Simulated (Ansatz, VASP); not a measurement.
This is a calculation of PtSe2 (Sudovikovite) for VASP 6.6.1.

INCAR

```
SYSTEM = PtSe2
ALGO = Normal
EDIFF = 1E-6
ENCUT = 520
GGA = RP
ISIF = 2
ISMEAR = -1
LASPH = .True.
LCHARG = .True.
LELF = .True.
LREAL = .False.
LVHAR = .True.
LWAVE = .False.
NBANDS = 18
NELM = 80
PREC = Accurate
SIGMA = 0.05
```

Contents of KPOINTS:

```
k-points
0
Gamma
  8 8 5
  0 0 0
```

File POSCAR:

```
PtSe2
1.0
    3.7730056198      0.0000000000      0.0000000000
   -1.8865028099      3.2675187154      0.0000000000
    0.0000000000      0.0000000000      5.1286129021
Pt Se
1 2
Direct
    0.0000000000      0.0000000000      0.0000000000
    0.6666666667      0.3333333333      0.7500000000
    0.3333333333      0.6666666667      0.2500000000
```

Potentials or basis: VASP PAW PBE potentials, release 64 (Pt, Se).

Run with:

```sh
$ cat potpaw_PBE.64/Pt/POTCAR potpaw_PBE.64/Se/POTCAR > POTCAR
$ mpirun -np 1 vasp_std > vasp.out
```

Question: Set up the same calculation for Ansatz 0.2.0. Potentials there: Ansatz PAW.

Answer: As run (the cutoff follows the program's own potentials):

Contents of input.yaml:

```yaml
crystal:
  lattice:
    - [3.7730056198, 0.0, 0.0]
    - [-1.8865028099, 3.2675187154, 0.0]
    - [0.0, 0.0, 5.1286129021]
  atoms:
    - { symbol: Pt, position: [0.0, 0.0, 0.0] }
    - { symbol: Se, position: [0.6666666667, 0.3333333333, 0.75] }
    - { symbol: Se, position: [0.3333333333, 0.6666666667, 0.25] }
hamiltonian:
  xc: rpbe
  pseudopotentials: { kind: paw }
kpoints:
  mp_grid: { grid: [8, 8, 5] }
scf:
  occupations: { method: fermi_dirac, width: 0.05 }
output:
  forces: true
  stress: true
  eigenvalues: true
```

Potentials or basis: Ansatz PAW.

Launch:

```bash
$ ansatz run input.yaml --threads 2 --pin off --max-ram 5120MiB --backend cpu --events-out ev --progress --plain --runs-dir out
```

Both were run:

|  | VASP | Ansatz | Ansatz less VASP |
| --- | --- | --- | --- |
| gap on the k mesh at the Fermi level (eV) | none | none | - |
| pressure (GPa) | 4.4 | 4.5 | +0.06 |
| rms of the force components (eV/Å) | 0.078 | 0.078 | -0.0003 |

Atom by atom the forces differ by 0.000 eV/Å (rms over components). A gap of «none» marks a metal or a gap that the smearing closes. The two sets of potentials don't hold the same shells in valence.

Caveats: the PAW data sets were made with another functional, which shifts forces and pressure a little (VASP); the PAW data sets come from PBE, with cores solved anew for the run's functional, which leaves a small shift of forces and pressure (Ansatz). The runs have no spin-orbit coupling, so splittings on Pt are missing.
